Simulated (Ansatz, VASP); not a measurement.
## Ca: VASP beside Ansatz

```
Ca
1.0
    -2.16039    2.16039    2.16039
     2.16039   -2.16039    2.16039
     2.16039    2.16039   -2.16039
Ca
1
Cartesian
  0.0000 0.0000 0.0000
```

Alike in both runs: functional PBEsol; k mesh 14 × 14 × 14; no spin polarisation.

Ansatz relaxed the structure, and its values are those at the end. VASP's run is a single point on that final structure, the one shown.

|  | VASP | Ansatz |
| --- | --- | --- |
| version | VASP 6.6.1 | Ansatz 0.2.0 |
| potentials or method | VASP PAW PBE potentials, release 64 (Ca_sv) | plane waves, PAW |
| plane-wave cutoff (eV) | 520 | 420 |
| occupations | methfessel-paxton of order 1, width 0.1 eV | methfessel-paxton of order 1 |
| valence electrons in the cell | 10 | 10 |

|  | VASP | Ansatz | Ansatz less VASP |
| --- | --- | --- | --- |
| pressure (GPa) | 0.0 | 0.0 | 0.00 |

Caveats: the PAW data sets were made with another functional, which shifts forces and pressure a little (VASP).
